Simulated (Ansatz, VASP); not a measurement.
## One calculation of Be, two programs

Contents of INCAR:

```
ALGO = Normal
EDIFF = 1E-6
ENCUT = 520
GGA = PE
ISIF = 2
ISMEAR = -1
LASPH = T
LCHARG = F
LREAL = F
LWAVE = F
NBANDS = 9
NELM = 60
PREC = Accurate
SIGMA = 0.08
```

Contents of KPOINTS:

```
k-points
0
Gamma
  19 19 11
```

POSCAR

```
Be
1.0
    2.0004717232      0.0000000000      0.0000000000
   -1.0002358616      1.7324593319      0.0000000000
    0.0000000000      0.0000000000      3.1927053413
Be
2
Direct
    0.3333333333      0.6666666667      0.2500000000
    0.6666666667      0.3333333333      0.7500000000
```

Input for Ansatz:

```yaml
crystal:
  lattice:
    - [2.0004717232, 0.0, 0.0]
    - [-1.0002358616, 1.7324593319, 0.0]
    - [0.0, 0.0, 3.1927053413]
  atoms:
    - { symbol: Be, position: [0.3333333333, 0.6666666667, 0.25] }
    - { symbol: Be, position: [0.6666666667, 0.3333333333, 0.75] }
kpoints:
  mp_grid: { grid: [19, 19, 11] }
scf:
  occupations: { method: fermi_dirac, width: 0.08 }
hamiltonian:
  xc: pbe
  pseudopotentials: { kind: all_electron, lapw: { basis_error: 0.001 } }
output:
  forces: true
  stress: true
  eigenvalues: true
  populations: true
```

Change from the starting cell: volume scaled by 0.7, LAPW.

Alike in both runs: task single point; functional PBE; k mesh 19 × 19 × 11; occupations fermi-dirac, width 0.08 eV; no spin polarisation.

```csv
,VASP,Ansatz
version,VASP 6.6.1,Ansatz 0.2.0
potentials or method,"VASP PAW PBE potentials, release 64 (Be)","all-electron LAPW, scalar-relativistic"
plane-wave cutoff (eV),520,see its input
```

|  | VASP | Ansatz | Ansatz less VASP |
| --- | --- | --- | --- |
| pressure (GPa) | 79.6 | 78.9 | -0.67 |

Ansatz ran all-electron here, so the differences hold the error of VASP's frozen core and of both bases.

Caveats: the cell as given lies far from equilibrium; so large a pressure means that the cell lies far from this level's equilibrium, or that cutoff or potentials fall short (VASP).
